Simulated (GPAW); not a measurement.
# TiO: single point with PBEsol

Crystal: TiO.

```
Ti O
1.0
     3.00943    0.00000    0.00000
    -1.50472    2.60625    0.00000
     0.00000    0.00000    2.93706
Ti O
1 1
Direct
  0.00000 0.00000 0.00000
  0.66667 0.33333 0.50000
```

The cell comes from a database or a generator and needn't be the stable form of this composition.

| Item | Value |
| --- | --- |
| Program | GPAW 26.7.0 |
| Task | single point |
| Functional | PBEsol |
| Potentials or basis | PAW data sets generated in the run's folder for this functional |
| Cutoff | 800 eV |
| Basis | pw |
| k mesh | 7 × 7 × 6 |
| Occupations | gaussian, width 0.05 eV |
| Spin | collinear spin, zero start |
| Starting moments | [0.0, 0.0] μB |
| Maxiter | 150 |

```yaml
Pressure: -32.7 GPa
Band_gap_on_the_k_mesh: none (metal or under the smearing width)
Net_moment: 0.00 μB per cell
```

Stress tensor (GPa, compression positive):
```
-33.98   0.00   0.00
  0.00 -33.98   0.00
  0.00   0.00 -30.02
```

Levels at points of the mesh, in eV from the Fermi level:
Spin up:
| k point | band 7 | band 8 | band 9 | band 10 | band 11 | band 12 |
| --- | --- | --- | --- | --- | --- | --- |
| (0.00, 0.00, 0.00) | -5.14 | -4.84 | -2.48 | 0.28 | 1.26 | 1.26 |
| (0.00, 0.00, 0.50) | -4.82 | -4.82 | -0.04 | -0.04 | 0.69 | 1.35 |
Spin down:
```csv
k point,band 6,band 7,band 8,band 9,band 10,band 11,band 12,band 13
"(0.00, 0.00, 0.00)",-5.14,-5.14,-4.84,-2.48,0.28,1.26,1.26,1.56
"(0.00, 0.00, 0.50)",-8.38,-4.82,-4.82,-0.04,-0.04,0.69,1.35,1.35
```

Run time: 53 s on 1 thread of Intel(R) Xeon(R) Processor @ 2.50GHz (Skylake/Cascade Lake), on a shared host, peak memory 0.17 GiB.

Caveat: a pressure of tens of GPa on the cell as given is suspect, and the run, the potentials or the cell itself is likely at fault; semilocal functionals often make such compounds metallic where correlation or magnetic order opens a gap, which also shifts bond lengths.
